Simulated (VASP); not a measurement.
Write the native input for VASP 6.6.1 that does the following.

* Task: electrostatic potential
* Functional: PBE
* Potentials or basis: VASP PAW PBE potentials, release 64 (Pb_d, Se)
* Cutoff: 520 eV
* k mesh: 10 × 10 × 10
* Occupations: gaussian, width 0.02 eV
* Spin: no spin polarisation
* Further INCAR settings: ALGO = Normal; EDIFF = 1e-06

The structure of PbSe lies in POSCAR:

```
PbSe                                    
1.0
    0.0000000000      3.0740805721      3.0740805721
    3.0740805721     -0.0000000000      3.0740805721
    3.0740805721      3.0740805721     -0.0000000000
  Pb              Se            
     1     1
Direct
     0.0000000000000000    0.0000000000000000    0.0000000000000000
     0.5000000000000000    0.5000000000000000    0.5000000000000000
```

The cell was built by a generator and needn't be a form met in nature.

The input as run:

INCAR

```
ALGO = Normal
EDIFF = 1E-6
ENCUT = 520
GGA = PE
ISIF = 2
ISMEAR = 0
KPAR = 4
LASPH = True
LCHARG = True
LREAL = False
LVHAR = True
LWAVE = False
NELM = 100
PREC = Accurate
SIGMA = 0.02
```

KPOINTS

```
k-points
0
Gamma
  10 10 10
```

Potentials or basis: VASP PAW PBE potentials, release 64 (Pb_d, Se).

Launch:

```bash
$ cat potpaw_PBE.64/Pb_d/POTCAR potpaw_PBE.64/Se/POTCAR > POTCAR
$ mpirun -np 4 vasp_std > vasp.out
```

Results of the run:

```yaml
Pressure: 1.7 GPa
Band_gap_on_the_k_mesh: 0.33 eV, direct
```

Caveat: spin-orbit coupling is left out, which as a rule narrows the gap of such compounds by several tenths of an eV.

Wall time 8.5 s on 4 MPI ranks on AMD EPYC 7R13 Processor (Zen 3), with other jobs on the host, peak memory 0.17 GiB a rank.
